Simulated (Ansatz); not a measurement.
An Ansatz run on ZnS (R3m) from a database structure left the output below. The starting cell comes from a relaxation with PBE.

Starting structure:
```xyz
6
Lattice="1.9231 1.1103 9.4491 -1.9231 1.1103 9.4491 0.0000 -2.2206 9.4491" Properties=species:S:1:pos:R:3 pbc="T T T"
Zn    0.0000    0.0000   28.3463
Zn    0.0000    0.0000    6.3003
Zn    0.0000    0.0000   12.6013
S     0.0000    0.0000    2.3612
S     0.0000    0.0000   14.9632
S     0.0000    0.0000    8.6580
```

Abridged output:
```
Functional definition: r2SCAN
Crystal: 6 atoms, lattice volume = 121.059 Å³
Basis set: ecut = 500 eV, 3029 PW (Γ), FFT grids on a1−a3, a2−a3, a3
Bands: 33, of which v1, the nominal top of the filled ones, is band 27 counted from 1 (26 counted from 0)
Symmetry: 6 space group operations
Space group: R3m (ITA 160)
k-points: 65 of 512 (time reversal used)
preconditioner: auto → Resta (q_TF=auto, 2.385 Å⁻¹)  ε∞=5.8  [insulator: Δε(μ)=2.595 eV  σ=0.020 eV  ℏωp=24.8 eV]
relax step 1: F+E_penalty+E_count = -12700.31594946 eV  max|allowed force component| = 3.204e-3 eV/Å  Δτ_max = 0.0000 Å  P = -2.209 GPa  Ω = 121.059 Å³
relax step 2: F+E_penalty+E_count = -12700.33837936 eV  max|allowed force component| = 4.483e-3 eV/Å  Δτ_max = 0.0002 Å  P = -0.839 GPa  Ω = 118.773 Å³
relax step 3: F+E_penalty+E_count = -12700.34210723 eV  max|allowed force component| = 3.477e-3 eV/Å  Δτ_max = 0.0007 Å  P = +0.045 GPa  Ω = 117.413 Å³
relax step 4: F+E_penalty+E_count = -12700.34136326 eV  max|allowed force component| = 3.481e-3 eV/Å  Δτ_max = 0.0000 Å  P = +0.038 GPa  Ω = 117.413 Å³  (SCF on a basis re-selected at this cell)
SCF converged after 7 iterations
Free energy (F): -12700.341363 eV
Fermi energy:    7.018588 eV
--- Forces (eV/Å), atoms counted from 1 ---
  atom   1  Zn      0.00000      0.00000      0.00222
  atom   2  Zn      0.00000      0.00000      0.00266
  atom   3  Zn      0.00000      0.00000      0.00277
  atom   4  S       0.00000      0.00000    -0.00222
  atom   5  S       0.00000      0.00000    -0.00348
  atom   6  S       0.00000      0.00000    -0.00196
--- Stress (GPa, compression-positive) ---
        0.042554       0.000000       0.000000
        0.000000       0.042554       0.000000
        0.000000       0.000000       0.029991
  P = ⅓ Tr σ = 0.0384 GPa (0.384 kbar)
--- Relaxed structure (3 steps of the walk, 3 accepted, 1 SCFs on fresh bases) ---
  F+E_penalty+E_count = -12700.34136326 eV   max|allowed force component| = 3.481e-3 eV/Å
  cell:  # Å, volume = 117.4133 Å³
    - [1.903464, 1.098966, 9.354859]
    - [-1.903464, 1.098966, 9.354859]
    - [0.000000, -2.197931, 9.354859]
  atoms:
    - { symbol: Zn, position: [0.999975, 0.999975, 0.999975] }
    - { symbol: Zn, position: [0.222275, 0.222275, 0.222275] }
    - { symbol: Zn, position: [0.444559, 0.444559, 0.444559] }
    - { symbol: S, position: [0.083270, 0.083270, 0.083270] }
    - { symbol: S, position: [0.527839, 0.527839, 0.527839] }
    - { symbol: S, position: [0.305408, 0.305408, 0.305408] }
```

Problem. Reconstruct the input.

Solution.
```yaml
crystal:
  # lattice and atoms as above
kpoints:
  mp_grid: { grid: [8, 8, 8] }
hamiltonian:
  xc: r2scan
scf:
  occupations: { method: fermi_dirac, width: 0.02 }
relax:
  f_tol: 0.005
  cell: {}
```
The relax steps with a changing cell volume need the relax block with cell. This is the file that was run, less any keys that only write grids; thresholds and some counts can't be read off the log exactly.

Command: `ansatz run input.yaml --threads 4 --pin off --max-ram 5529MiB --backend cpu --events-out ev --progress --plain --runs-dir out`. Wall time 57 s on 4 threads of Arm Neoverse V1, with other jobs on the host; peak host memory 0.76 GiB.

Spin-unpolarised throughout; all numbers are computed.
